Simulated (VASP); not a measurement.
Input of a VASP 6.6.1 run:

File POSCAR:

```
Cs2SnI6
1.0
    0.0000000000      5.8138000000      5.8138000000
    5.8138000000      0.0000000000      5.8138000000
    5.8138000000      5.8138000000      0.0000000000
Cs I Sn
2 6 1
Direct
    0.7500000000      0.7500000000      0.7500000000
    0.2500000000      0.2500000000      0.2500000000
    0.7546400000      0.7546400000      0.2453600000
    0.2453600000      0.2453600000      0.7546400000
    0.7546400000      0.2453600000      0.7546400000
    0.2453600000      0.7546400000      0.7546400000
    0.2453600000      0.7546400000      0.2453600000
    0.7546400000      0.2453600000      0.2453600000
    0.0000000000      0.0000000000      0.0000000000
```

The input INCAR.step1:

```
SYSTEM = Cs2SnI6
ALGO = Normal ; EDIFF = 1E-5
ENCUT = 520 ; GGA = PE
ISIF = 2 ; ISMEAR = 0
KPAR = 2 ; LASPH = .True.
LCHARG = .False. ; LREAL = .False.
LWAVE = .True. ; NELM = 60
PREC = Accurate ; SIGMA = 0.02
```

File INCAR.step2:

```
SYSTEM = Cs2SnI6
ALGO = Normal ; EDIFF = 1E-6
ENCUT = 520 ; ISIF = 2
ISMEAR = 0 ; ISTART = 1
KPAR = 2 ; LASPH = .True.
LCHARG = .False. ; LREAL = .False.
LWAVE = .False. ; METAGGA = MBJ
NELM = 60 ; PREC = Accurate
SIGMA = 0.02
```

KPOINTS

```
k-points
0
Gamma
  4 4 4
  0 0 0
```

Contents of KPOINTS_OPT:

```
path GXWKGLUWLK,UX
15
line-mode
reciprocal
 0.0000000000  0.0000000000  0.0000000000  G
 0.5000000000  0.0000000000  0.5000000000  X

 0.5000000000  0.0000000000  0.5000000000  X
 0.5000000000  0.2500000000  0.7500000000  W

 0.5000000000  0.2500000000  0.7500000000  W
 0.3750000000  0.3750000000  0.7500000000  K

 0.3750000000  0.3750000000  0.7500000000  K
 0.0000000000  0.0000000000  0.0000000000  G

 0.0000000000  0.0000000000  0.0000000000  G
 0.5000000000  0.5000000000  0.5000000000  L

 0.5000000000  0.5000000000  0.5000000000  L
 0.6250000000  0.2500000000  0.6250000000  U

 0.6250000000  0.2500000000  0.6250000000  U
 0.5000000000  0.2500000000  0.7500000000  W

 0.5000000000  0.2500000000  0.7500000000  W
 0.5000000000  0.5000000000  0.5000000000  L

 0.5000000000  0.5000000000  0.5000000000  L
 0.3750000000  0.3750000000  0.7500000000  K

 0.6250000000  0.2500000000  0.6250000000  U
 0.5000000000  0.0000000000  0.5000000000  X
```

Potentials or basis: VASP PAW PBE potentials, release 64 (Cs_sv, I, Sn_d).

Launch:

```console
$ cat potpaw_PBE.64/Cs_sv/POTCAR potpaw_PBE.64/I/POTCAR potpaw_PBE.64/Sn_d/POTCAR > POTCAR
$ cp INCAR.step1 INCAR
$ mpirun -np 2 vasp_std > vasp.out
$ cp INCAR.step2 INCAR
$ mpirun -np 2 vasp_std > vasp.out
```

(1) What does it give for the band gap along the path?

(2) What does it give for the band gap on the k mesh?

## Answers

(1) 0.81 eV, direct.

(2) 0.81 eV, direct.

Caveat: spin-orbit coupling is left out, which moves the levels of the heavy elements.

**Experimental background.**

“Changes in charge density vs changes in formal oxidation states: The case of Sn halide perovskites and their ordered vacancy analogues”, 2017, arxiv:1705.01565 reports, for a powder of Cs2SnI6: band gap 1.3 eV (optical).

A measured gap of Cs2SnI6 is 1.3 eV (optical; powder; “Changes in charge density vs changes in formal oxidation states: The case of Sn halide perovskites and their ordered vacancy analogues”, 2017, arxiv:1705.01565); the calculated 0.81 eV misses it by -0.49 eV. Spin-orbit coupling on Cs, I, Sn is left out. The value is that of TB-mBJ, without temperature or zero-point motion.
